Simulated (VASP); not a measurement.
BaO in VASP 6.6.1, single-point calculation

INCAR

```
IBRION = -1
LREAL = .FALSE.
LCHARG = .FALSE.
ISMEAR = -1
NELM = 74
EDIFF = 1E-7
LWAVE = .FALSE.
ISIF = 2
SIGMA = 0.02
NBANDS = 15
PREC = Medium
LASPH = .TRUE.
ENCUT = 520
GGA = PE
NSW = 0
```

KPOINTS

```
KPOINTS created by Atomic Simulation Environment
0
Gamma
8 8 8
0 0 0
```

POSCAR

```
Ba O
 1.0000000000000000
     0.0000000000000000    2.7165038279000000    2.7165038279000000
     2.7165038279000000    0.0000000000000000    2.7165038279000000
     2.7165038279000000    2.7165038279000000    0.0000000000000000
 Ba  O
   1   1
Cartesian
  0.0000000000000000  0.0000000000000000  0.0000000000000000
  2.7165038279000000  2.7165038279000000  2.7165038279000000
```

The recommended PBE PAW datasets give the neutral cell 16 valence electrons.

Command

```
mpirun -np 1 vasp_std
```

**Question.** Predict the outcome of this run.

**Answer.** It converged. Results: gap between bands v and c on the k mesh 1.76 eV; least direct gap on the k mesh 1.76 eV; pressure 8.5 GPa. Band v is the last that the valence electrons fill when counted band by band, and c is the next.

OSZICAR

```
N       E                     dE             d eps       ncg     rms          rms(c)
DAV:   1     0.813072844422E+02    0.81307E+02   -0.77463E+03   870   0.985E+02
DAV:   2    -0.103884496052E+02   -0.91696E+02   -0.81768E+02  1225   0.206E+02
DAV:   3    -0.143153833876E+02   -0.39269E+01   -0.38872E+01  1056   0.424E+01
DAV:   4    -0.143585256759E+02   -0.43142E-01   -0.43121E-01  1081   0.469E+00
DAV:   5    -0.143593194907E+02   -0.79381E-03   -0.79381E-03  1011   0.540E-01    0.987E+00
DAV:   6    -0.119326668687E+02    0.24267E+01   -0.85215E+00   919   0.228E+01    0.639E+00
DAV:   7    -0.117297589243E+02    0.20291E+00   -0.57130E-01  1004   0.608E+00    0.243E+00
DAV:   8    -0.117056752043E+02    0.24084E-01   -0.92402E-02  1073   0.309E+00    0.520E-01
DAV:   9    -0.117064987294E+02   -0.82353E-03   -0.82920E-03  1003   0.866E-01    0.156E-01
DAV:  10    -0.117076141071E+02   -0.11154E-02   -0.22822E-03   940   0.377E-01    0.457E-02
DAV:  11    -0.117075946192E+02    0.19488E-04   -0.16270E-04  1052   0.114E-01    0.226E-02
DAV:  12    -0.117076010638E+02   -0.64446E-05   -0.22880E-05   947   0.436E-02    0.386E-03
DAV:  13    -0.117076009806E+02    0.83247E-07   -0.13793E-06  1129   0.102E-02    0.164E-03
DAV:  14    -0.117076010946E+02   -0.11401E-06   -0.42338E-07   968   0.582E-03    0.791E-04
DAV:  15    -0.117076010942E+02    0.35948E-09   -0.33868E-08   561   0.156E-03
   1 F= -.11707601E+02 E0= -.11707601E+02  d E =-.534451E-11
```

For comparison, a separate PBE run of the intended cell, on usual settings and not on those above, gives a gap of 1.76 eV on its mesh and a pressure of 8.5 GPa.
